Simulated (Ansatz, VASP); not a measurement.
**One calculation of MgSe, two programs**

```
Mg Se
1.0
     0.00000    2.75407    2.75407
     2.75407    0.00000    2.75407
     2.75407    2.75407    0.00000
Mg Se
1 1
Direct
  0.00000 0.00000 0.00000
  0.50000 0.50000 0.50000
```

Alike in both runs: functional PBE; k mesh 8 × 8 × 8; no spin polarisation.

Ansatz relaxed the structure, and its values are those at the end. VASP's run is a single point on that final structure, the one shown.

|  | VASP | Ansatz |
| --- | --- | --- |
| version | VASP 6.6.1 | Ansatz 0.2.0 |
| potentials or method | VASP PAW PBE potentials, release 64 (Mg, Se) | scalar-relativistic, plane waves, PAW |
| plane-wave cutoff (eV) | 520 | 420 |
| occupations | gaussian, width 0.01 eV | fixed |
| valence electrons in the cell | 8 | 26 |

```csv
,VASP,Ansatz,Ansatz less VASP
gap on the k mesh at the Fermi level (eV),1.75,1.77,+0.023
least direct gap on the mesh (eV),2.39,2.40,+0.011
pressure (GPa),-0.1,0.0,+0.12
```

The two sets of potentials don't hold the same shells in valence.

A k mesh can miss the band edges.
